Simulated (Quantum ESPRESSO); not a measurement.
# Ge (Fd-3m) in Quantum ESPRESSO: a series of runs

The runs below take Ge through single point, equation of state, with rev-vdW-DF2.

All numbers are computed with Quantum ESPRESSO 7.5; they aren't measurements. Logs are shortened: lines on timing, memory, paths and dates and some standing lists are left out, and cuts for length are marked.

**Measured values to compare with.**

From “Sub-monolayer structures of Ag overlayers on Ge(111): experimental observations and first-principles study”, 2019, arxiv:1908.00180, for a bulk crystal of Ge: bulk modulus 75.8 GPa.

The results are compared with them further down.

## Step 1: The crystal as given

Symmetry: Fd-3m, No. 227, cubic system. The conventional cell has a = 5.658 Å, b = 5.658 Å, c = 5.658 Å, α = 90.00°, β = 90.00°, γ = 90.00°. Around Ge (site symmetry -43m) lie 4 Ge at 2.45 Å.

## Step 2: Single point, rev-vdW-DF2, 21.28 Å³/atom

pw.in

```
&CONTROL
  calculation = 'scf'
  prefix = 'pwscf'
  outdir = './tmp'
  pseudo_dir = './pseudo'
  tprnfor = .true.
  tstress = .true.
  disk_io = 'nowf'
/
&SYSTEM
  ibrav = 0
  nat = 2
  ntyp = 1
  ecutwfc = 78
  nbnd = 21
  input_dft = 'vdw-df2-b86r'
  occupations = 'smearing'
  smearing = 'fd'
  degauss = 0.00367493
/
&ELECTRONS
  conv_thr = 4d-10
  electron_maxstep = 120
  mixing_beta = 0.5
/
ATOMIC_SPECIES
Ge    72.6300 Ge.upf
CELL_PARAMETERS angstrom
   0.0000000000    2.7711609388    2.7711609388
   2.7711609388    0.0000000000    2.7711609388
   2.7711609388    2.7711609388    0.0000000000
ATOMIC_POSITIONS crystal
Ge     0.7500000000    0.7500000000    0.7500000000
Ge     0.5000000000    0.5000000000    0.5000000000
K_POINTS automatic
8 8 8 0 0 0
```

Potentials or basis: PseudoDojo 0.4.1 SR PBE standard.

Run with:

```sh
OMP_NUM_THREADS=1 pw.x -in pw.in > pw.out
```

pw.out:

```text
This program is part of the open-source Quantum ESPRESSO suite
     for quantum simulation of materials; please cite
         "P. Giannozzi et al., J. Phys.:Condens. Matter 21 395502 (2009);
         "P. Giannozzi et al., J. Phys.:Condens. Matter 29 465901 (2017);
         "P. Giannozzi et al., J. Chem. Phys. 152 154105 (2020);
     in publications or presentations arising from this work. More details at

     IMPORTANT: XC functional enforced from input :
     Exchange-correlation= VDW-DF2-B86R
                           (   1   4  26   0   2   0   0)
     Any further DFT definition will be discarded
     Please, verify this is what you really want

     Message from routine setup:
     using ibrav=0 with symmetry is DISCOURAGED, use correct ibrav instead

     G-vector sticks info
     --------------------
     sticks:   dense  smooth     PW     G-vecs:    dense   smooth      PW
     Sum        1165    1165    349                26565    26565    4279

     Using Slab Decomposition

     bravais-lattice index     =            0
     lattice parameter (alat)  =       7.4059  a.u.
     unit-cell volume          =     287.2181 (a.u.)^3
     number of atoms/cell      =            2
     number of atomic types    =            1
     number of electrons       =        28.00
     number of Kohn-Sham states=           21
     kinetic-energy cutoff     =      78.0000  Ry
     charge density cutoff     =     312.0000  Ry
     scf convergence threshold =      4.0E-10
     mixing beta               =       0.5000
     number of iterations used =            8  plain     mixing
     Exchange-correlation= VDW-DF2-B86R
                           (   1   4  26   0   2   0   0)

     celldm(1)=   7.405862  celldm(2)=   0.000000  celldm(3)=   0.000000
     celldm(4)=   0.000000  celldm(5)=   0.000000  celldm(6)=   0.000000

     crystal axes: (cart. coord. in units of alat)
               a(1) = (   0.000000   0.707107   0.707107 )
               a(2) = (   0.707107   0.000000   0.707107 )
               a(3) = (   0.707107   0.707107   0.000000 )

     reciprocal axes: (cart. coord. in units 2 pi/alat)
               b(1) = ( -0.707107  0.707107  0.707107 )
               b(2) = (  0.707107 -0.707107  0.707107 )
               b(3) = (  0.707107  0.707107 -0.707107 )

     PseudoPot. # 1 for Ge read from file:
     Ge.upf
     Pseudo is Norm-conserving + core correction, Zval = 14.0
     Generated using ONCVPSP code by D. R. Hamann
     Using radial grid of 1560 points,  6 beta functions with:
                l(1) =   0
                l(2) =   0
                l(3) =   1
                l(4) =   1
                l(5) =   2
                l(6) =   2

     atomic species   valence    mass     pseudopotential
     Ge               14.00    72.63000     Ge( 1.00)

     48 Sym. Ops., with inversion, found (24 have fractional translation)

   Cartesian axes

     site n.     atom                  positions (alat units)
         1        Ge     tau(   1) = (   1.0606602   1.0606602   1.0606602  )
         2        Ge     tau(   2) = (   0.7071068   0.7071068   0.7071068  )

     number of k points=    29  Fermi-Dirac smearing, width (Ry)=  0.0037
                       cart. coord. in units 2pi/alat
        k(    1) = (   0.0000000   0.0000000   0.0000000), wk =   0.0039062
        k(    2) = (   0.0883883   0.0883883  -0.0883883), wk =   0.0312500
        k(    3) = (   0.1767767   0.1767767  -0.1767767), wk =   0.0312500
        k(    4) = (   0.2651650   0.2651650  -0.2651650), wk =   0.0312500
        k(    5) = (  -0.3535534  -0.3535534   0.3535534), wk =   0.0156250
        k(    6) = (   0.1767767   0.0000000   0.0000000), wk =   0.0234375
[... 21 lines left out ...]
        k(   28) = (  -0.7071068   0.1767767  -0.0000000), wk =   0.0468750
        k(   29) = (  -0.7071068   0.3535534   0.0000000), wk =   0.0234375

     Dense  grid:    26565 G-vectors     FFT dimensions: (  48,  48,  48)

     Initial potential from superposition of free atoms

     starting charge      27.9984, renormalised to      28.0000

     %%%%%%%%%%%%%%%%%%%%%%%%%%%%%%%%%%%%%%%%%%%%%%%%%%%%%%%%%%%%%%%%%%%%%%%%
     %                                                                      %
     % You are using vdW-DF, which was implemented by the Thonhauser group. %
     % Please cite the following two papers that made this development      %
     % possible and the two reviews that describe the various versions:     %
     %                                                                      %
     %   T. Thonhauser et al., PRL 115, 136402 (2015).                      %
     %   T. Thonhauser et al., PRB 76, 125112 (2007).                       %
     %   K. Berland et al., Rep. Prog. Phys. 78, 066501 (2015).             %
     %   D.C. Langreth et al., J. Phys.: Condens. Matter 21, 084203 (2009). %
     %                                                                      %
     % If you are calculating stress with vdW-DF, please also cite:         %
     %                                                                      %
     %   R. Sabatini et al., J. Phys.: Condens. Matter 24, 424209 (2012).   %
     %                                                                      %
     %%%%%%%%%%%%%%%%%%%%%%%%%%%%%%%%%%%%%%%%%%%%%%%%%%%%%%%%%%%%%%%%%%%%%%%%

     %%%%%%%%%%%%%%%%%%%%%%%%%%%%%%%%%%%%%%%%%%%%%%%%%%%%%%%%%%%%%%%%%%%%%%%%
     %                                                                      %
     %  vdW-DF NEWS:                                                        %
     %                                                                      %
     %  * vdW-DF3 is now available. DOI: 10.1021/acs.jctc.0c00471           %
     %    use with input_dft = 'vdW-DF3-opt1' or 'vdW-DF3-opt2'             %
     %                                                                      %
     %  * Unscreened and range-separated hybrid vdW-DF-cx functionals       %
     %    DOI: 10.1063/1.4986522 and 10.1088/1361-648X/ac2ad2               %
     %    use with input_dft = 'vdW-DF-cx0'    and 'vdW-DF-ahcx'            %
     %  * Unscreened and range-separated hybrid vdW-DF2-b86r functionals    %
     %    DOI: 10.1063/1.4986522 and DOI: 10.1103/PhysRevX.12.041003        %
     %    use with input_dft = 'vdW-DF2-br0' and 'vdW-DF2-ahbr'             %
     %                                                                      %
     %%%%%%%%%%%%%%%%%%%%%%%%%%%%%%%%%%%%%%%%%%%%%%%%%%%%%%%%%%%%%%%%%%%%%%%%

     Starting wfcs are   18 randomized atomic wfcs +    3 random wfcs

     Self-consistent Calculation

     iteration #  1     ecut=    78.00 Ry     beta= 0.50
     Davidson diagonalization with overlap
     ethr =  1.00E-02,  avg # of iterations =  5.2

     Threshold (ethr) on eigenvalues was too large:
     Diagonalizing with lowered threshold

     Davidson diagonalization with overlap
     ethr =  1.62E-04,  avg # of iterations =  2.6

     total energy              =    -356.94396487 Ry
     estimated scf accuracy    <       0.04661556 Ry
[... 50 lines left out ...]
     iteration #  9     ecut=    78.00 Ry     beta= 0.50
     Davidson diagonalization with overlap
     ethr =  2.92E-12,  avg # of iterations =  2.0

     End of self-consistent calculation

          k = 0.0000 0.0000 0.0000 (  3383 PWs)   bands (ev):

   -14.4989 -14.4989 -14.4989 -14.4572 -14.4572 -14.2059 -14.2059 -14.2059
   -14.1859 -14.1859  -2.9811  10.3155  10.3155  10.3155  10.7138  12.8988
    12.8988  12.8988  16.9003  20.0508  20.0508

          k = 0.0884 0.0884-0.0884 (  3353 PWs)   bands (ev):
[... 19 lines left out ...]
   -14.5277 -14.5277 -14.4787 -14.4072 -14.4072 -14.2439 -14.2439 -14.2307
   -14.1558 -14.1558  -0.7499   2.3899   8.8145   8.8145  10.6138  14.1187
    14.1187  17.5141  21.2724  21.9246  22.0342

          k = 0.1768 0.0000 0.0000 (  3363 PWs)   bands (ev):

   -14.5088 -14.5056 -14.5056 -14.4463 -14.4283 -14.2463 -14.1957 -14.1953
   -14.1953 -14.1691  -2.7121   7.9855   9.3703   9.3703  12.2175  12.8463
    14.1781  14.1781  17.8342  18.1796  20.3264

          k = 0.2652 0.0884-0.0884 (  3356 PWs)   bands (ev):
[... 25 lines left out ...]
   -14.5318 -14.5286 -14.4746 -14.4197 -14.3979 -14.2608 -14.2437 -14.2170
   -14.1611 -14.1494  -1.7543   4.6432   7.5996   9.3244  12.1081  14.1744
    14.3871  16.2315  18.0738  19.4711  21.0904

          k = 0.0000-0.1768 0.1768 (  3343 PWs)   bands (ev):

   -14.5225 -14.5133 -14.4917 -14.4345 -14.4203 -14.2431 -14.2319 -14.1922
   -14.1841 -14.1588  -2.4492   6.6427   8.4421   9.9077  12.2304  13.4969
    13.7019  15.3093  18.0162  19.0548  19.1651

          k = 0.3536 0.0000 0.0000 (  3359 PWs)   bands (ev):

   -14.5203 -14.5203 -14.5082 -14.4157 -14.3734 -14.3100 -14.2239 -14.1718
   -14.1710 -14.1710  -1.9134   5.5402   8.1324   8.1324  11.2859  13.1738
    16.3801  16.3801  17.7311  20.8018  21.1556

          k = 0.4419 0.0884-0.0884 (  3354 PWs)   bands (ev):
[... 13 lines left out ...]
   -14.5570 -14.5391 -14.4405 -14.3719 -14.3601 -14.3031 -14.2882 -14.2486
   -14.1404 -14.1252  -0.1497   2.4628   5.8931   8.0894  11.9633  15.5665
    16.1607  17.3630  18.2925  19.5713  22.5031

          k = 0.0000-0.3536 0.3536 (  3362 PWs)   bands (ev):

   -14.5473 -14.5388 -14.4474 -14.4041 -14.3702 -14.2843 -14.2629 -14.2442
   -14.1413 -14.1380  -0.9817   3.6018   6.1861   8.7051  12.3718  15.2510
    15.6432  15.8045  18.1443  20.0970  22.6984

          k = 0.5303-0.0000 0.0000 (  3354 PWs)   bands (ev):

   -14.5334 -14.5334 -14.4851 -14.3785 -14.3704 -14.3107 -14.2666 -14.2006
   -14.1482 -14.1482  -0.6136   3.2216   7.3134   7.3134  10.8252  11.8634
    18.7044  18.7044  20.0783  22.5437  23.2017

          k =-0.0884-0.6187 0.6187 (  3337 PWs)   bands (ev):

   -14.5471 -14.5377 -14.4539 -14.3972 -14.3456 -14.2924 -14.2905 -14.2338
   -14.1410 -14.1326   0.2675   2.1141   6.5036   7.2206  11.1617  12.2687
    18.5722  18.9633  21.3660  22.5804  22.8171

          k = 0.0000-0.5303 0.5303 (  3322 PWs)   bands (ev):

   -14.5596 -14.5401 -14.4367 -14.3657 -14.3324 -14.3171 -14.3100 -14.2511
   -14.1381 -14.1207   0.6474   1.7486   5.6751   7.5007  11.4425  14.5223
    17.8587  17.9773  18.8176  20.3955  24.5016

          k =-0.7071 0.0000 0.0000 (  3306 PWs)   bands (ev):

   -14.5385 -14.5385 -14.4400 -14.4400 -14.3180 -14.3180 -14.2498 -14.2498
   -14.1390 -14.1390   1.1298   1.1298   7.0318   7.0318  11.0012  11.0012
    20.2607  20.2607  22.4882  22.4883  23.5445

          k = 0.3536 0.1768 0.0000 (  3355 PWs)   bands (ev):

   -14.5334 -14.5298 -14.4798 -14.4135 -14.3787 -14.2970 -14.2320 -14.2106
   -14.1597 -14.1490  -1.6731   4.8297   7.2599   8.5892  12.7154  13.3287
    15.0369  16.0708  18.6422  20.7704  21.0692

          k =-0.2652-0.4419 0.6187 (  3344 PWs)   bands (ev):
[... 19 lines left out ...]
   -14.5573 -14.5459 -14.4272 -14.3612 -14.3501 -14.3197 -14.2958 -14.2577
   -14.1337 -14.1231   0.4021   2.0321   5.8901   7.0113  12.6532  14.6898
    15.5703  17.6867  19.5451  22.4149  22.9893

          k = 0.0000-0.3536 0.5303 (  3327 PWs)   bands (ev):

   -14.5578 -14.5454 -14.4279 -14.3677 -14.3352 -14.3328 -14.2913 -14.2570
   -14.1344 -14.1236   0.0565   2.4111   5.7286   7.3976  13.0729  14.9905
    15.4494  17.3588  18.8324  20.3246  24.1950

          k =-0.7071 0.1768-0.0000 (  3342 PWs)   bands (ev):

   -14.5481 -14.5481 -14.4166 -14.4166 -14.3203 -14.3203 -14.2695 -14.2695
   -14.1308 -14.1308   1.1850   1.1850   6.5270   6.5270  12.2639  12.2639
    18.2319  18.2319  21.8351  21.8351  23.6969

          k =-0.7071 0.3536 0.0000 (  3316 PWs)   bands (ev):

   -14.5557 -14.5557 -14.3881 -14.3881 -14.3283 -14.3283 -14.2893 -14.2893
   -14.1241 -14.1241   1.2435   1.2435   6.1331   6.1331  14.8505  14.8505
    15.1082  15.1082  21.8010  21.8010  23.7855

     the Fermi energy is    10.4523 ev

!    total energy              =    -356.94358896 Ry
     estimated scf accuracy    <          1.9E-10 Ry
     smearing contrib. (-TS)   =      -0.00002246 Ry
     internal energy E=F+TS    =    -356.94356649 Ry

     The total energy is F=E-TS. E is the sum of the following terms:
     one-electron contribution =    -176.39092573 Ry
     hartree contribution      =     108.01408947 Ry
     xc contribution           =     -86.95019398 Ry
     ewald contribution        =    -201.61653625 Ry

     convergence has been achieved in   9 iterations

     Forces acting on atoms (cartesian axes, Ry/au):

     atom    1 type  1   force =     0.00000000   -0.00000000   -0.00000000
     atom    2 type  1   force =    -0.00000000    0.00000000    0.00000000

     Total force =     0.000000     Total SCF correction =     0.000000

     Computing stress (Cartesian axis) and pressure

          total   stress  (Ry/bohr**3)                   (kbar)     P=       68.02
   0.00046238  -0.00000000  -0.00000000           68.02       -0.00       -0.00
  -0.00000000   0.00046238  -0.00000000           -0.00       68.02       -0.00
  -0.00000000  -0.00000000   0.00046238           -0.00       -0.00       68.02

=------------------------------------------------------------------------------=
   JOB DONE.
=------------------------------------------------------------------------------=
```

It took 1.7 min on 1 thread of Arm Neoverse V1, shared host; peak memory 0.15 GiB.

What came out:

```
Free energy            : -4856.4649 eV
Pressure               : 6.8 GPa
Band gap on the k mesh : 0.30 eV, indirect (least direct gap 0.40 eV)
```

Caveat: the potentials were made for another functional, which shifts forces and pressure.

## Step 3: Single point, rev-vdW-DF2, 21.73 Å³/atom

Edit pw.in of step 2 so:

```diff
@@ -28,5 +28,5 @@
 CELL_PARAMETERS angstrom
-   0.0000000000    2.7711609388    2.7711609388
-   2.7711609388    0.0000000000    2.7711609388
-   2.7711609388    2.7711609388    0.0000000000
+   0.0000000000    2.7906767997    2.7906767997
+   2.7906767997    0.0000000000    2.7906767997
+   2.7906767997    2.7906767997    0.0000000000
 ATOMIC_POSITIONS crystal
```

Potentials or basis: PseudoDojo 0.4.1 SR PBE standard.

Run with:

```sh
OMP_NUM_THREADS=1 pw.x -in pw.in > pw.out
```

Wall time 1.7 min (1 thread of Arm Neoverse V1, shared host); peak memory 0.15 GiB.

Results (log left out):

```
Free energy            : -4856.4982 eV
Pressure               : 4.9 GPa
Band gap on the k mesh : 0.20 eV, direct
```

Caveat: the potentials were made for another functional, which shifts forces and pressure.

## Step 4: Single point, rev-vdW-DF2, 22.19 Å³/atom

Edit pw.in of step 3 so:

```diff
@@ -28,5 +28,5 @@
 CELL_PARAMETERS angstrom
-   0.0000000000    2.7906767997    2.7906767997
-   2.7906767997    0.0000000000    2.7906767997
-   2.7906767997    2.7906767997    0.0000000000
+   0.0000000000    2.8099234548    2.8099234548
+   2.8099234548    0.0000000000    2.8099234548
+   2.8099234548    2.8099234548    0.0000000000
 ATOMIC_POSITIONS crystal
```

Run with:

```sh
OMP_NUM_THREADS=1 pw.x -in pw.in > pw.out
```

Wall time 1.7 min (1 thread of Arm Neoverse V1, shared host); peak memory 0.16 GiB.

The run converged. Its results:

| Item | Value |
| --- | --- |
| Free energy | -4856.5216 eV |
| Pressure | 3.3 GPa |
| Band gap on the k mesh | none (metal or under the smearing width) |

Caveat: the potentials were made for another functional, which shifts forces and pressure.

## Step 5: Single point, rev-vdW-DF2, 22.64 Å³/atom

Edit pw.in of step 4 so:

```diff
@@ -28,5 +28,5 @@
 CELL_PARAMETERS angstrom
-   0.0000000000    2.8099234548    2.8099234548
-   2.8099234548    0.0000000000    2.8099234548
-   2.8099234548    2.8099234548    0.0000000000
+   0.0000000000    2.8289100000    2.8289100000
+   2.8289100000    0.0000000000    2.8289100000
+   2.8289100000    2.8289100000    0.0000000000
 ATOMIC_POSITIONS crystal
```

Run with:

```sh
OMP_NUM_THREADS=1 pw.x -in pw.in > pw.out
```

Wall time 1.7 min (1 thread of Arm Neoverse V1, shared host); peak memory 0.16 GiB.

It converged, with:

```
Free energy            : -4856.5364 eV
Pressure               : 1.9 GPa
Band gap on the k mesh : none (metal or under the smearing width)
```

Caveat: the potentials were made for another functional, which shifts forces and pressure.

## Step 6: Single point, rev-vdW-DF2, 23.09 Å³/atom

Edit pw.in of step 5 so:

```diff
@@ -28,5 +28,5 @@
 CELL_PARAMETERS angstrom
-   0.0000000000    2.8289100000    2.8289100000
-   2.8289100000    0.0000000000    2.8289100000
-   2.8289100000    2.8289100000    0.0000000000
+   0.0000000000    2.8476450493    2.8476450493
+   2.8476450493    0.0000000000    2.8476450493
+   2.8476450493    2.8476450493    0.0000000000
 ATOMIC_POSITIONS crystal
```

Potentials or basis: PseudoDojo 0.4.1 SR PBE standard.

Run with:

```sh
OMP_NUM_THREADS=1 pw.x -in pw.in > pw.out
```

Run time: 1.7 min. Hardware: 1 thread of Arm Neoverse V1, shared host; peak memory 0.16 GiB.

The run converged. Its results:

* Free energy: -4856.5433 eV
* Pressure: 0.5 GPa
* Band gap on the k mesh: none (metal or under the smearing width)

Caveat: the potentials were made for another functional, which shifts forces and pressure.

## Step 7: Single point, rev-vdW-DF2, 23.54 Å³/atom

Edit pw.in of step 6 so:

```diff
@@ -28,5 +28,5 @@
 CELL_PARAMETERS angstrom
-   0.0000000000    2.8476450493    2.8476450493
-   2.8476450493    0.0000000000    2.8476450493
-   2.8476450493    2.8476450493    0.0000000000
+   0.0000000000    2.8661367691    2.8661367691
+   2.8661367691    0.0000000000    2.8661367691
+   2.8661367691    2.8661367691    0.0000000000
 ATOMIC_POSITIONS crystal
```

Run with:

```sh
OMP_NUM_THREADS=1 pw.x -in pw.in > pw.out
```

Wall time 1.7 min (1 thread of Arm Neoverse V1, shared host); peak memory 0.16 GiB.

The run converged. Its results:

* Free energy: -4856.5431 eV
* Pressure: -0.7 GPa
* Band gap on the k mesh: none (metal or under the smearing width)

Caveat: the potentials were made for another functional, which shifts forces and pressure.

## Step 8: Single point, rev-vdW-DF2, 24.00 Å³/atom

Edit pw.in of step 7 so:

```diff
@@ -28,5 +28,5 @@
 CELL_PARAMETERS angstrom
-   0.0000000000    2.8661367691    2.8661367691
-   2.8661367691    0.0000000000    2.8661367691
-   2.8661367691    2.8661367691    0.0000000000
+   0.0000000000    2.8843929095    2.8843929095
+   2.8843929095    0.0000000000    2.8843929095
+   2.8843929095    2.8843929095    0.0000000000
 ATOMIC_POSITIONS crystal
```

Run with:

```sh
OMP_NUM_THREADS=1 pw.x -in pw.in > pw.out
```

Run time: 1.7 min. Hardware: 1 thread of Arm Neoverse V1, shared host; peak memory 0.16 GiB.

It converged, with:

```yaml
Free_energy: -4856.5365 eV
Pressure: -1.7 GPa
Band_gap_on_the_k_mesh: none (metal or under the smearing width)
```

Caveat: the potentials were made for another functional, which shifts forces and pressure.

## Step 9: Equation of state, rev-vdW-DF2

Potentials or basis: PseudoDojo 0.4.1 SR PBE standard.

No new run: the results of the series are fitted here.

Results:

* Equilibrium volume: 23.30 Å³/atom
* Bulk modulus: 61 GPa
* Pressure derivative of the bulk modulus: 4.4

Energy against volume, from the lowest point:
| volume (Å³/atom) | energy (meV/atom) |
| --- | --- |
| 21.281 | 39.20 |
| 21.733 | 22.56 |
| 22.186 | 10.84 |
| 22.639 | 3.44 |
| 23.092 | 0.00 |
| 23.545 | 0.11 |
| 23.997 | 3.40 |

Caveat: the potentials were made for another functional, which shifts forces and pressure.

## Step 10: Comparison with measurements

Step 9. A measured bulk modulus of Ge is 75.8 GPa (quoted in “Sub-monolayer structures of Ag overlayers on Ge(111): experimental observations and first-principles study”, 2019, arxiv:1908.00180); the calculated 61 GPa misses it by -19.1 %. The fit is for a static lattice scaled at fixed shape and fixed fractional positions.
